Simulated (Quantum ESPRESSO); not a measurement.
# Ca (Fm-3m) in Quantum ESPRESSO: equation of state

Aim: energy against volume of Ca in PBEsol, for its equilibrium volume and stiffness.

Program: Quantum ESPRESSO 7.5. These are calculated values, not measurements. Logs are shortened: lines on timing, memory, paths and dates and some standing lists are left out, and cuts for length are marked.

### 1 Starting point

It takes space group Fm-3m (No. 225, cubic). Conventional cell: a = 5.588 Å, b = 5.588 Å, c = 5.588 Å, α = 90.00°, β = 90.00°, γ = 90.00°. Around Ca (site symmetry m-3m) lie 12 Ca at 3.95 Å.

### 2 Single point, PBEsol, 41.01 Å³/atom

File pw.in:

```
&CONTROL
  calculation = 'scf'
  prefix = 'pwscf'
  outdir = './tmp'
  pseudo_dir = './pseudo'
  tprnfor = .true.
  tstress = .true.
  disk_io = 'nowf'
/
&SYSTEM
  ibrav = 0
  nat = 1
  ntyp = 1
  ecutwfc = 45
  ecutrho = 360
  nbnd = 10
  occupations = 'smearing'
  smearing = 'fd'
  degauss = 0.00367493
/
&ELECTRONS
  conv_thr = 2d-10
  electron_maxstep = 120
  mixing_beta = 0.5
/
ATOMIC_SPECIES
Ca    40.0780 ca_pbesol_v1.uspp.F.UPF
CELL_PARAMETERS angstrom
   0.0000000000    2.7371595050    2.7371595050
   2.7371595050    0.0000000000    2.7371595050
   2.7371595050    2.7371595050    0.0000000000
ATOMIC_POSITIONS crystal
Ca     0.0000000000    0.0000000000    0.0000000000
K_POINTS automatic
8 8 8 0 0 0
```

Potentials or basis: GBRV 1.5 PBEsol.

Launch:

```sh
$ OMP_NUM_THREADS=1 mpirun -n 2 pw.x -nk 2 -in pw.in > pw.out
```

pw.out:

```text
This program is part of the open-source Quantum ESPRESSO suite
     for quantum simulation of materials; please cite
[... 6 lines left out ...]
     using ibrav=0 with symmetry is DISCOURAGED, use correct ibrav instead

     K-points division:     npool     =       2
     Subspace diagonalization in iterative solution of the eigenvalue problem:
     a serial algorithm will be used

     G-vector sticks info
     --------------------
     sticks:   dense  smooth     PW     G-vecs:    dense   smooth      PW
     Sum        1333     661    199                31879    11191    1917

     Using Slab Decomposition

     bravais-lattice index     =            0
     lattice parameter (alat)  =       7.3150  a.u.
     unit-cell volume          =     276.7750 (a.u.)^3
     number of atoms/cell      =            1
     number of atomic types    =            1
     number of electrons       =        10.00
     number of Kohn-Sham states=           10
     kinetic-energy cutoff     =      45.0000  Ry
     charge density cutoff     =     360.0000  Ry
     scf convergence threshold =      2.0E-10
     mixing beta               =       0.5000
     number of iterations used =            8  plain     mixing
     Exchange-correlation= SLA  PW   PSX  PSC
                           (   1   4  10   8   0   0   0)

     celldm(1)=   7.314994  celldm(2)=   0.000000  celldm(3)=   0.000000
     celldm(4)=   0.000000  celldm(5)=   0.000000  celldm(6)=   0.000000

     crystal axes: (cart. coord. in units of alat)
               a(1) = (   0.000000   0.707107   0.707107 )
               a(2) = (   0.707107   0.000000   0.707107 )
               a(3) = (   0.707107   0.707107   0.000000 )

     reciprocal axes: (cart. coord. in units 2 pi/alat)
               b(1) = ( -0.707107  0.707107  0.707107 )
               b(2) = (  0.707107 -0.707107  0.707107 )
               b(3) = (  0.707107  0.707107 -0.707107 )

     PseudoPot. # 1 for Ca read from file:
     ca_pbesol_v1.uspp.F.UPF
     Pseudo is Ultrasoft + core correction, Zval = 10.0
     Generated by new atomic code, or converted to UPF format
     Using radial grid of  845 points,  6 beta functions with:
                l(1) =   0
                l(2) =   0
                l(3) =   1
                l(4) =   1
                l(5) =   2
                l(6) =   2
     Q(r) pseudized with  8 coefficients,  rinner =    1.500   1.500   1.500
                                                       1.500   1.500

     atomic species   valence    mass     pseudopotential
     Ca               10.00    40.07800     Ca( 1.00)

     48 Sym. Ops., with inversion, found

   Cartesian axes

     site n.     atom                  positions (alat units)
         1        Ca     tau(   1) = (   0.0000000   0.0000000   0.0000000  )

     number of k points=    29  Fermi-Dirac smearing, width (Ry)=  0.0037
                       cart. coord. in units 2pi/alat
        k(    1) = (   0.0000000   0.0000000   0.0000000), wk =   0.0039062
        k(    2) = (   0.0883883   0.0883883  -0.0883883), wk =   0.0312500
        k(    3) = (   0.1767767   0.1767767  -0.1767767), wk =   0.0312500
        k(    4) = (   0.2651650   0.2651650  -0.2651650), wk =   0.0312500
        k(    5) = (  -0.3535534  -0.3535534   0.3535534), wk =   0.0156250
        k(    6) = (   0.1767767   0.0000000   0.0000000), wk =   0.0234375
[... 21 lines left out ...]
        k(   28) = (  -0.7071068   0.1767767  -0.0000000), wk =   0.0468750
        k(   29) = (  -0.7071068   0.3535534   0.0000000), wk =   0.0234375

     Dense  grid:    31879 G-vectors     FFT dimensions: (  45,  45,  45)

     Smooth grid:    11191 G-vectors     FFT dimensions: (  32,  32,  32)

     Initial potential from superposition of free atoms

     starting charge       9.9948, renormalised to      10.0000
     Starting wfcs are   10 randomized atomic wfcs

     Self-consistent Calculation

     iteration #  1     ecut=    45.00 Ry     beta= 0.50
     Davidson diagonalization with overlap
     ethr =  1.00E-02,  avg # of iterations =  2.5

     Threshold (ethr) on eigenvalues was too large:
     Diagonalizing with lowered threshold

     Davidson diagonalization with overlap
     ethr =  1.86E-05,  avg # of iterations =  5.2

     total energy              =     -74.84442193 Ry
     estimated scf accuracy    <       0.00139168 Ry

     iteration #  2     ecut=    45.00 Ry     beta= 0.50
     Davidson diagonalization with overlap
     ethr =  1.39E-05,  avg # of iterations =  1.4

     total energy              =     -74.84457755 Ry
     estimated scf accuracy    <       0.00026553 Ry

     iteration #  3     ecut=    45.00 Ry     beta= 0.50
     Davidson diagonalization with overlap
     ethr =  2.66E-06,  avg # of iterations =  2.3

     total energy              =     -74.84459269 Ry
     estimated scf accuracy    <       0.00001567 Ry

     iteration #  4     ecut=    45.00 Ry     beta= 0.50
     Davidson diagonalization with overlap
     ethr =  1.57E-07,  avg # of iterations =  1.9

     total energy              =     -74.84459379 Ry
     estimated scf accuracy    <       0.00000008 Ry

     iteration #  5     ecut=    45.00 Ry     beta= 0.50
     Davidson diagonalization with overlap
     ethr =  7.73E-10,  avg # of iterations =  3.4

     total energy              =     -74.84459384 Ry
     estimated scf accuracy    <          4.2E-09 Ry

     iteration #  6     ecut=    45.00 Ry     beta= 0.50
     Davidson diagonalization with overlap
     ethr =  4.22E-11,  avg # of iterations =  2.1

     End of self-consistent calculation

          k = 0.0000 0.0000 0.0000 (  1411 PWs)   bands (ev):

   -36.6472 -17.6345 -17.6345 -17.6345   1.0556   7.5065   7.5065   7.5065
     8.6217   8.6217

          k = 0.0884 0.0884-0.0884 (  1417 PWs)   bands (ev):

   -36.6449 -17.6577 -17.6377 -17.6377   1.3272   7.2221   7.6004   7.6004
     8.5459   8.5459

          k = 0.1768 0.1768-0.1768 (  1399 PWs)   bands (ev):

   -36.6393 -17.7132 -17.6453 -17.6453   2.0974   6.5644   7.6465   7.6465
     8.6307   8.6307

          k = 0.2652 0.2652-0.2652 (  1423 PWs)   bands (ev):

   -36.6337 -17.7680 -17.6529 -17.6529   3.2141   5.7397   7.4789   7.4789
     9.0741   9.0741

          k =-0.3536-0.3536 0.3536 (  1404 PWs)   bands (ev):

   -36.6313 -17.7904 -17.6560 -17.6560   4.1270   5.0004   7.3893   7.3893
     9.3367   9.3367

          k = 0.1768 0.0000 0.0000 (  1411 PWs)   bands (ev):

   -36.6441 -17.6571 -17.6429 -17.6429   1.4169   7.1509   7.6541   7.6541
     8.2598   8.7171

          k = 0.2652 0.0884-0.0884 (  1405 PWs)   bands (ev):

   -36.6396 -17.6981 -17.6519 -17.6495   2.0194   6.6896   7.6109   7.7844
     8.1974   8.8385

          k = 0.3536 0.1768-0.1768 (  1408 PWs)   bands (ev):

   -36.6340 -17.7500 -17.6599 -17.6595   3.0291   6.0226   7.2620   7.7028
     8.7499   9.1747

          k =-0.2652-0.4419 0.4419 (  1421 PWs)   bands (ev):

   -36.6306 -17.7808 -17.6698 -17.6612   4.1742   5.1799   7.1075   7.5708
     9.3452   9.3525

          k =-0.1768-0.3536 0.3536 (  1411 PWs)   bands (ev):

   -36.6313 -17.7734 -17.6728 -17.6560   3.8131   5.4922   7.1130   7.5873
     9.0014   9.4965

          k =-0.0884-0.2652 0.2652 (  1402 PWs)   bands (ev):

   -36.6359 -17.7329 -17.6664 -17.6470   2.6595   6.3023   7.3026   7.7832
     8.4097   9.1465

          k = 0.0000-0.1768 0.1768 (  1392 PWs)   bands (ev):

   -36.6415 -17.6849 -17.6519 -17.6394   1.7655   6.8821   7.5601   7.7988
     8.2405   8.7483

          k = 0.3536 0.0000 0.0000 (  1387 PWs)   bands (ev):

   -36.6367 -17.7100 -17.6630 -17.6630   2.4277   6.4542   7.3920   8.1143
     8.1143   8.9585

          k = 0.4419 0.0884-0.0884 (  1412 PWs)   bands (ev):

   -36.6322 -17.7431 -17.6765 -17.6720   3.2510   6.0876   6.8690   8.2376
     8.6454   9.2222

          k =-0.1768-0.5303 0.5303 (  1413 PWs)   bands (ev):

   -36.6287 -17.7636 -17.6964 -17.6737   4.3279   5.5554   6.5595   8.0917
     9.3936   9.3980

          k =-0.0884-0.4419 0.4419 (  1415 PWs)   bands (ev):

   -36.6284 -17.7594 -17.7117 -17.6671   4.6909   5.4186   6.4022   7.9700
     9.0381   9.6046

          k = 0.0000-0.3536 0.3536 (  1414 PWs)   bands (ev):

   -36.6314 -17.7462 -17.6998 -17.6561   3.6101   6.1133   6.5786   7.9421
     8.5197   9.6154

          k = 0.5303-0.0000 0.0000 (  1399 PWs)   bands (ev):

   -36.6292 -17.7608 -17.6831 -17.6831   3.8046   5.8963   6.5480   8.8829
     8.8829   9.2178

          k =-0.0884-0.6187 0.6187 (  1402 PWs)   bands (ev):

   -36.6269 -17.7709 -17.6982 -17.6862   4.5422   5.7296   6.2156   8.8500
     9.4443   9.4951

          k = 0.0000-0.5303 0.5303 (  1408 PWs)   bands (ev):

   -36.6266 -17.7558 -17.7246 -17.6796   5.1525   5.5376   5.9894   8.4689
     9.2394   9.5881

          k =-0.7071 0.0000 0.0000 (  1388 PWs)   bands (ev):

   -36.6261 -17.7813 -17.6914 -17.6914   4.6542   5.6922   6.1489   9.3313
     9.5263   9.5263

          k = 0.3536 0.1768 0.0000 (  1409 PWs)   bands (ev):

   -36.6351 -17.7268 -17.6738 -17.6550   2.7423   6.3428   7.1310   8.0855
     8.2197   9.1793

          k =-0.2652-0.4419 0.6187 (  1406 PWs)   bands (ev):

   -36.6306 -17.7563 -17.6910 -17.6640   3.7986   5.8412   6.7080   7.9209
     8.8040   9.5787

          k =-0.1768-0.3536 0.5303 (  1422 PWs)   bands (ev):

   -36.6287 -17.7689 -17.6964 -17.6689   4.8054   5.0690   6.6489   7.8213
     9.1680   9.7523

          k =-0.1768-0.5303 0.7071 (  1421 PWs)   bands (ev):

   -36.6287 -17.7578 -17.6956 -17.6798   4.0835   5.8914   6.3997   8.4299
     8.9259   9.5805

          k =-0.0884-0.4419 0.6187 (  1415 PWs)   bands (ev):

   -36.6269 -17.7546 -17.7184 -17.6834   5.0110   5.5671   6.1350   8.1121
     9.2513  10.0564

          k = 0.0000-0.3536 0.5303 (  1421 PWs)   bands (ev):

   -36.6276 -17.7462 -17.7258 -17.6754   4.7541   5.9156   5.9476   8.0238
     9.0366   9.7020

          k =-0.7071 0.1768-0.0000 (  1406 PWs)   bands (ev):

   -36.6261 -17.7682 -17.7046 -17.6921   4.9328   5.7224   6.0350   8.5736
     9.5274   9.8287

          k =-0.7071 0.3536 0.0000 (  1424 PWs)   bands (ev):

   -36.6261 -17.7365 -17.7365 -17.6928   5.3231   5.8394   5.8394   7.7565
     9.5285  10.5684

     the Fermi energy is     5.0973 ev

!    total energy              =     -74.84459384 Ry
     estimated scf accuracy    <          5.6E-11 Ry
     smearing contrib. (-TS)   =      -0.00083740 Ry
     internal energy E=F+TS    =     -74.84375645 Ry

     The total energy is F=E-TS. E is the sum of the following terms:
     one-electron contribution =     -38.54826304 Ry
     hartree contribution      =      19.67311400 Ry
     xc contribution           =     -11.64885694 Ry
     ewald contribution        =     -44.31975046 Ry

     convergence has been achieved in   6 iterations

     Forces acting on atoms (cartesian axes, Ry/au):

     atom    1 type  1   force =     0.00000000    0.00000000    0.00000000

     Total force =     0.000000     Total SCF correction =     0.000000

     Computing stress (Cartesian axis) and pressure

          total   stress  (Ry/bohr**3)                   (kbar)     P=       -2.18
  -0.00001484   0.00000000   0.00000000           -2.18        0.00        0.00
   0.00000000  -0.00001484  -0.00000000            0.00       -2.18       -0.00
   0.00000000  -0.00000000  -0.00001484            0.00       -0.00       -2.18

=------------------------------------------------------------------------------=
   JOB DONE.
=------------------------------------------------------------------------------=
```

It took 4.1 s on 2 MPI ranks of Arm Neoverse V1, shared host; peak memory 0.2 GiB.

Results:

```yaml
Free_energy: -1018.3126 eV
Pressure: -0.2 GPa
Band_gap_on_the_k_mesh: none (metal or under the smearing width)
```

[end of part 1 of 2]
